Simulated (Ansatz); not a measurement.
**Mg2Si (Fm-3m): the band gap by level of theory**

All numbers come from Ansatz. The values are computed, spin-unpolarised, and not measurements.

Structure: Mg2Si (Fm-3m) from a database structure, at its r2SCAN minimum. Space group Fm-3m (No. 225), cubic; conventional cell a = 6.338 Å, 21.22 Å³ an atom. Mg is surrounded by 4 Si at 2.74 Å; Si is surrounded by 8 Mg at 2.74 Å.

```
CELL_PARAMETERS angstrom
0.00000 3.16897 3.16897
3.16897 0.00000 3.16897
3.16897 3.16897 0.00000
ATOMIC_POSITIONS crystal
Mg 0.25000 0.25000 0.25000
Mg 0.75000 0.75000 0.75000
Si 0.00000 0.00000 0.00000
```

Relaxed lattice by functional, symmetry kept:
```csv
functional,k mesh,a (Å),volume (Å³/atom)
PBE,6×6×6,6.364,21.48
r2SCAN,6×6×6,6.338,21.22
PBEsol,6×6×6,6.325,21.09
LDA,6×6×6,6.260,20.44
```

Band edges at fixed r2SCAN geometry:

| level | k mesh | gap (eV) | kind | edges | least direct gap (eV) |
| --- | --- | --- | --- | --- | --- |
| LDA | 8×8×8 | 0.16 | indirect | Γ → X | 1.77 |
| PBE | 8×8×8 | 0.20 | indirect | Γ → X | 1.91 |
| r2SCAN | 8×8×8 | 0.45 | indirect | Γ → X | 2.48 |
| r2SCANh | 6×6×6 | 0.78 | indirect | Γ → X | 2.88 |
| HSE06 | 6×6×6 | 0.56 | indirect | Γ → X | 2.54 |
| DDH-PBE0 | 6×6×6 | 0.44 | indirect | Γ → X | 2.23 |
| PBE0 | 6×6×6 | 1.17 | indirect | Γ → X | 3.16 |
| Hartree-Fock | 6×6×6 | 4.89 | indirect | Γ → X | 7.71 |

PBE: smearing of 0.02 eV; the others have fixed occupations.
Wave cutoffs: 420 eV, 500 eV (r2SCAN, r2SCANh).

HSE06 gives an indirect gap of 0.56 eV, from Γ to X; the least direct gap is 2.54 eV at Γ.

r2SCAN covers 68 % of the step from PBE to HSE06, while HSE06 needs about 18 times r2SCAN's cost (on a coarser mesh). All these functionals give a gap of the same kind, indirect.

r2SCAN (ground state on 6×6×6): The clamped-ion dielectric constant comes out as 12.77 in all directions. Born charges, averaged over directions: Mg +1.80, Si -3.60 e. PBE (ground state on 6×6×6): ε∞: 15.27 in all directions. Born charges, averaged over directions: Mg +1.84, Si -3.69 e.

On the PBEsol cell (a = 6.325 Å), with PBEsol: The zone-centre optical frequencies run from 260 to 280 cm⁻¹, none imaginary (the rest of the zone wasn't tested). With the long-range field the highest mode reaches 341 cm⁻¹. The program warns that the force constants, and all that is formed from them, aren't settled on this k mesh. The clamped-ion dielectric constant comes out as 15.51 in all directions. With the ions relaxed, ε⁰ is 23.0 in all directions. Born charges, averaged over directions: Mg +1.83, Si -3.66 e.

The meshes of the hybrids are coarse, so their gaps aren't converged to the digits shown.
